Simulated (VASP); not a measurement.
# ZrO (P4_2/mmc) in VASP: single point with PBE

Aim: the single point of ZrO with PBE.

Everything below comes from runs of VASP 6.6.1. Logs are shortened: lines on timing, memory, paths and dates and some standing lists are left out, and cuts for length are marked.

**1. The cell of the first run**

Symmetry: P4_2/mmc, No. 131, tetragonal system. The conventional cell has a = 3.199 Å, b = 3.199 Å, c = 5.986 Å, α = 90.00°, β = 90.00°, γ = 90.00°. Zr (site symmetry -4m2) is surrounded by 4 O at 2.19 Å. Around O (site symmetry mmm) lie 4 Zr at 2.19 Å.

The cell was built by a generator and needn't be a form met in nature.

**2. Single point, PBE (ordered vacancies on the cation sites of antifluorite (P4_2/mmc, No. 131))**

File INCAR:

```
SYSTEM = ZrO
PREC = Accurate
ENCUT = 520
EDIFF = 1E-7
ISMEAR = 0
SIGMA = 0.1
LREAL = .False.
LASPH = .True.
NELM = 100
ALGO = Fast
ISIF = 2
LWAVE = .False.
LCHARG = .False.
GGA = PE
NBANDS = 26
```

File KPOINTS:

```
Automatic mesh
0
Gamma
  14 14 8
  0 0 0
```

File POSCAR:

```
ZrO
1.0
    3.1987260466      0.0000000000      0.0000000000
    0.0000000000      3.1987260466      0.0000000000
    0.0000000000      0.0000000000      5.9857488605
Zr O
2 2
Direct
    0.5000000000      0.5000000000      0.2500000000
    0.5000000000      0.5000000000      0.7500000000
    0.0000000000      0.5000000000      0.0000000000
    0.5000000000      0.0000000000      0.5000000000
```

Potentials or basis: VASP PAW PBE potentials, release 64 (Zr_sv, O).

Started as:

```sh
cat potpaw_PBE.64/Zr_sv/POTCAR potpaw_PBE.64/O/POTCAR > POTCAR
mpirun -np 1 vasp_std > vasp.out
```

OUTCAR:

```text
SYSTEM = ZrO
   PREC = Accurate
   ENCUT = 520
   EDIFF = 1E-7
   ISMEAR = 0
   LREAL = .False.
   LASPH = .True.
   NELM = 100
   ISIF = 2
   GGA = PE

 ion  position               nearest neighbor table
   1  0.500  0.500  0.250-   3 2.19   4 2.19   4 2.19   3 2.19   2 2.99   2 2.99
   2  0.500  0.500  0.750-   3 2.19   4 2.19   4 2.19   3 2.19   1 2.99   1 2.99
   3  0.000  0.500  0.000-   1 2.19   2 2.19   1 2.19   2 2.19
   4  0.500  0.000  0.500-   1 2.19   2 2.19   1 2.19   2 2.19

  LATTYP: Found a simple tetragonal cell.
 ALAT       =     3.1987260466
 C/A-ratio  =     1.8712914996

  Lattice vectors:

 A1 = (   3.1987260466,   0.0000000000,   0.0000000000)
 A2 = (   0.0000000000,   3.1987260466,   0.0000000000)
 A3 = (   0.0000000000,   0.0000000000,   5.9857488605)

Analysis of symmetry for initial positions (statically):
=====================================================================
 Subroutine PRICEL returns:
 Original cell was already a primitive cell.

 Routine SETGRP: Setting up the symmetry group for a
 simple tetragonal supercell.

 Subroutine GETGRP returns: Found 16 space group operations
 (whereof  8 operations were pure point group operations)
 out of a pool of 16 trial point group operations.

The static configuration has the point symmetry D_2h.
 The point group associated with its full space group is D_4h.

Analysis of symmetry for dynamics (positions and initial velocities):
=====================================================================
 Subroutine PRICEL returns:
 Original cell was already a primitive cell.

 Routine SETGRP: Setting up the symmetry group for a
 simple tetragonal supercell.

 Subroutine GETGRP returns: Found 16 space group operations
 (whereof  8 operations were pure point group operations)
 out of a pool of 16 trial point group operations.

The dynamic configuration has the point symmetry D_2h.
 The point group associated with its full space group is D_4h.

 Subroutine INISYM returns: Found 16 space group operations
 (whereof  8 operations are pure point group operations),
 and found     1 'primitive' translations

----------------------------------------------------------------------------------------

                                     Primitive cell

  volume of cell :      61.2453

  direct lattice vectors                    reciprocal lattice vectors
     3.198726047  0.000000000  0.000000000     0.312624459  0.000000000  0.000000000
     0.000000000  3.198726047  0.000000000     0.000000000  0.312624459  0.000000000
     0.000000000  0.000000000  5.985748861     0.000000000  0.000000000  0.167063474

  length of vectors
     3.198726047  3.198726047  5.985748861     0.312624459  0.312624459  0.167063474

  position of ions in fractional coordinates (direct lattice)
     0.500000000  0.500000000  0.250000000
     0.500000000  0.500000000  0.750000000
     0.000000000  0.500000000  0.000000000
     0.500000000  0.000000000  0.500000000

  ion indices of the primitive-cell ions
   primitive index   ion index
                 1           1
                 2           2
                 3           3
                 4           4

----------------------------------------------------------------------------------------

 KPOINTS: Automatic mesh

Automatic generation of k-mesh.
 Grid dimensions read from file:
 generate k-points for:   14   14    8

 Generating k-lattice:

  Cartesian coordinates                     Fractional coordinates (reciprocal lattice)
     0.022330319  0.000000000  0.000000000     0.071428571  0.000000000  0.000000000
     0.000000000  0.022330319  0.000000000     0.000000000  0.071428571  0.000000000
     0.000000000  0.000000000  0.020882934     0.000000000  0.000000000  0.125000000

  Length of vectors
     0.022330319  0.022330319  0.020882934

  Shift w.r.t. Gamma in fractional coordinates (k-lattice)
     0.000000000  0.000000000  0.000000000

 Subroutine IBZKPT returns following result:
 ===========================================

 Found    180 irreducible k-points:

 Following reciprocal coordinates:
            Coordinates               Weight
  0.000000  0.000000  0.000000      1.000000
  0.071429  0.000000  0.000000      4.000000
  0.142857  0.000000  0.000000      4.000000
  0.214286  0.000000  0.000000      4.000000
  0.285714  0.000000  0.000000      4.000000
  0.357143  0.000000  0.000000      4.000000
[... 16 lines left out ...]
  0.285714  0.214286  0.000000      8.000000
  0.357143  0.214286  0.000000      8.000000
 [... further k-points ...]
   k-points           NKPTS =    180   k-points in BZ     NKDIM =    180   number of bands    NBANDS=     26
   number of dos      NEDOS =    301   number of ions     NIONS =      4
   total plane-waves  NPLWV =  27648
   dimension x,y,z NGX =    24 NGY =   24 NGZ =   48
   dimension x,y,z NGXF=    48 NGYF=   48 NGZF=   96
   ions per type =               2   2
   NGX,Y,Z   is equivalent  to a cutoff of  12.47, 12.47, 13.33 a.u.
   NGXF,Y,Z  is equivalent  to a cutoff of  24.95, 24.95, 26.66 a.u.
 SYSTEM =  ZrO
   PREC   = accura    normal or accurate (medium, high low for compatibility)
   ISTART =      0    job   : 0-new  1-cont  2-samecut
   ICHARG =      2    charge: 1-file 2-atom 10-const
   ISPIN  =      1    spin polarized calculation?
   LNONCOLLINEAR =      F non collinear calculations
   LSORBIT =      F    spin-orbit coupling
   LASPH  =      T    aspherical Exc in radial PAW
   ENCUT  =  520.0 eV  38.22 Ry    6.18 a.u.   5.95  5.95 11.13*2*pi/ulx,y,z
   NELM   =    100;   NELMIN=  2; NELMDL= -5     # of ELM steps
   EDIFF  = 0.1E-06   stopping-criterion for ELM
   LREAL  =      F    real-space projection
   EDIFFG = 0.1E-05   stopping-criterion for IOM
   NSW    =      0    number of steps for IOM
   IBRION =     -1    ionic relax: 0-MD 1-quasi-New 2-CG
   NFREE  =      0    steps in history (QN), initial steepest desc. (CG)
   ISIF   =      2    stress and relaxation
   ISYM   =      2    0-nonsym 1-usesym 2-fastsym
   POTIM  = 0.5000    time-step for ionic-motion
   TEBEG  =    0.0;   TEEND  =   0.0 temperature during run
   PSTRESS=    0.0 pullay stress
   NELECT =      36.0000    total number of electrons
   NUPDOWN=      -1.0000    fix difference up-down
   EMIN   =  10.00;   EMAX   =-10.00  energy-range for DOS
   EFERMI =   0.00;   METHOD = LEGACY
   ISMEAR =     0;   SIGMA  =   0.10  broadening in eV -4-tet -1-fermi 0-gaus
   EFERMI_NEDOS =   21; number of points for ismear=-14 and -15
   IALGO  =     68    algorithm
   IMIX   =      4    mixing-type and parameters
     AMIX     =   0.40;   BMIX     =  1.00
     AMIX_MAG =   1.60;   BMIX_MAG =  1.00
  volume/ion in A,a.u.               =      15.31       103.33
  Fermi-wavevector in a.u.,A,eV,Ry     =   1.371360  2.591495 25.587500  1.880628
  Thomas-Fermi vector in A             =   2.497064
   LORBIT       =      0    0 simple, 1 ext, 2 COOP (PROOUT), +10 PAW based schemes
   GGA     = PE    functional components
   LHFCALC =     F    Hartree Fock is set to
   AEXX    =    0.0000 exact exchange contribution
   IVDW    =     0    specifies the selected vdW correction
   LEPSILON=     F    determine dielectric tensor
   LRPA    =     F    only Hartree local field effects (RPA)
 non-spin polarized calculation
 RMM-DIIS sequential band-by-band and
 Gauss-broadening in eV      SIGMA  =   0.10
  energy-cutoff  :      520.00
  volume of cell :       61.25
 maximum number of plane-waves:      1680
 NGX is ok and might be reduce to    24
   NGX = 11   NGY = 11   NGZ = 23

 number of electron      35.9999986 magnetization

 Free energy of the ion-electron system (eV)
  ---------------------------------------------------
  ext. energy  EPLUGINS =         0.00000000
  ---------------------------------------------------
  free energy    TOTEN  =       -34.68863634 eV

  energy without entropy =      -34.67184035  energy(sigma->0) =      -34.68023835

 E-fermi :   8.7855     XC(G=0): -11.0288

 val. band max:        8.7791331234   @ k =   0.1429   0.0000   0.5000
 cond. band min:       8.7857073587   @ k =   0.2143   0.1429   0.5000
 fundamental gap:      0.0065742353
 Fermi energy:         8.7855203872

 k-point     1 :       0.0000    0.0000    0.0000
  band No.  band energies     occupation
      1     -40.9145      2.00000
      2     -40.7953      2.00000
      3     -19.9182      2.00000
      4     -18.7495      2.00000
      5     -18.7495      2.00000
      6     -18.6073      2.00000
[... 18 lines left out ...]
     25      12.2699      0.00000
     26      13.5999      0.00000

 k-point     2 :       0.0714    0.0000    0.0000
  band No.  band energies     occupation
      1     -40.9117      2.00000
      2     -40.7928      2.00000
      3     -19.9083      2.00000
      4     -18.7901      2.00000
      5     -18.7469      2.00000
      6     -18.6384      2.00000
[... 18 lines left out ...]
     25      12.3244      0.00000
     26      13.3144      0.00000

 k-point     3 :       0.1429    0.0000    0.0000
  band No.  band energies     occupation
      1     -40.9041      2.00000
      2     -40.7858      2.00000
      3     -19.8804      2.00000
      4     -18.9020      2.00000
      5     -18.7398      2.00000
      6     -18.7218      2.00000
[... 18 lines left out ...]
     25      12.7808      0.00000
     26      12.8738      0.00000

 k-point     4 :       0.2143    0.0000    0.0000
  band No.  band energies     occupation
      1     -40.8930      2.00000
      2     -40.7756      2.00000
      3     -19.8387      2.00000
      4     -19.0595      2.00000
      5     -18.8389      2.00000
      6     -18.7294      2.00000
[... 18 lines left out ...]
     25      12.2518      0.00000
     26      13.3729      0.00000
[... 496 lines left out ...]
      1     -40.8717      2.00000
      2     -40.7561      2.00000
      3     -19.7621      2.00000
      4     -19.0615      2.00000
      5     -19.0044      2.00000
      6     -18.8221      2.00000
[... 18 lines left out ...]
     25      12.7647      0.00000
     26      13.1305      0.00000

 k-point    23 :       0.2857    0.2143    0.0000
  band No.  band energies     occupation
      1     -40.8594      2.00000
      2     -40.7449      2.00000
      3     -19.7153      2.00000
      4     -19.2053      2.00000
      5     -19.0121      2.00000
      6     -18.9441      2.00000
[... 18 lines left out ...]
     25      12.7427      0.00000
     26      13.3067      0.00000

 k-point    24 :       0.3571    0.2143    0.0000
  band No.  band energies     occupation
      1     -40.8484      2.00000
      2     -40.7348      2.00000
      3     -19.6683      2.00000
      4     -19.3526      2.00000
      5     -19.0546      2.00000
      6     -19.0006      2.00000
[... 18 lines left out ...]
     25      13.1139      0.00000
     26      13.4127      0.00000

 [... further k-points ...]

------------------------ aborting loop because EDIFF is reached ----------------------------------------

  FORCE on cell =-STRESS in cart. coord.  units (eV):
  Direction    XX          YY          ZZ          XY          YZ          ZX
  --------------------------------------------------------------------------------------
  -------------------------------------------------------------------------------------
  Total        0.0411352      0.0411352      0.1169377     -0.0000000      0.0000000      0.0000000
  in kB        1.0760964      1.0760964      3.0590931     -0.0000000      0.0000000      0.0000000
  external PRESSURE =       1.7370953 kB  Pullay stress =       0.0000000 kB

 VOLUME and BASIS-vectors are now :
 -----------------------------------------------------------------------------
  energy-cutoff  :      520.00
  volume of cell :       61.25
      direct lattice vectors                 reciprocal lattice vectors
     3.198726047  0.000000000  0.000000000     0.312624459  0.000000000  0.000000000
     0.000000000  3.198726047  0.000000000     0.000000000  0.312624459  0.000000000
     0.000000000  0.000000000  5.985748861     0.000000000  0.000000000  0.167063474

 POSITION                                       TOTAL-FORCE (eV/Angst)
 -----------------------------------------------------------------------------------
      1.59936      1.59936      1.49644         0.000000     -0.000000     -0.000000
      1.59936      1.59936      4.48931        -0.000000      0.000000      0.000000
      0.00000      1.59936      0.00000         0.000000      0.000000     -0.000000
      1.59936      0.00000      2.99287         0.000000      0.000000     -0.000000
 -----------------------------------------------------------------------------------
    total drift:                                0.000000     -0.000000     -0.000000

  FREE ENERGIE OF THE ION-ELECTRON SYSTEM (eV)
  ---------------------------------------------------
  free  energy   TOTEN  =       -34.6886363425 eV

  energy  without entropy=      -34.6718403484  energy(sigma->0) =      -34.68023835
```

Run time: 4.2 min. Hardware: 1 thread of Intel Xeon Platinum 8488C (Sapphire Rapids), shared host; peak memory 0.34 GiB.

Results:

- Free energy: -34.6886 eV
- Pressure: 0.2 GPa
- Band gap on the k mesh: none (metal or under the smearing width)

Levels at points of the mesh, in eV from the Fermi level:
| k point | band 16 | band 17 | band 18 | band 19 | band 20 | band 21 |
| --- | --- | --- | --- | --- | --- | --- |
| (0.00, 0.00, 0.00) | -4.50 | -2.91 | -1.95 | -0.93 | 0.89 | 1.87 |
| (0.50, 0.00, 0.00) | -4.76 | -1.42 | 1.21 | 1.29 | 1.60 | 1.94 |
| (0.50, 0.50, 0.00) | -5.36 | -1.72 | -0.72 | -0.72 | 1.28 | 2.57 |
| (0.00, 0.00, 0.50) | -4.77 | -1.70 | -1.70 | -0.17 | -0.17 | 2.26 |
| (0.50, 0.00, 0.50) | -4.75 | -0.97 | 0.91 | 1.19 | 1.62 | 1.91 |
| (0.50, 0.50, 0.50) | -6.23 | -0.22 | -0.22 | -0.09 | -0.09 | 2.95 |
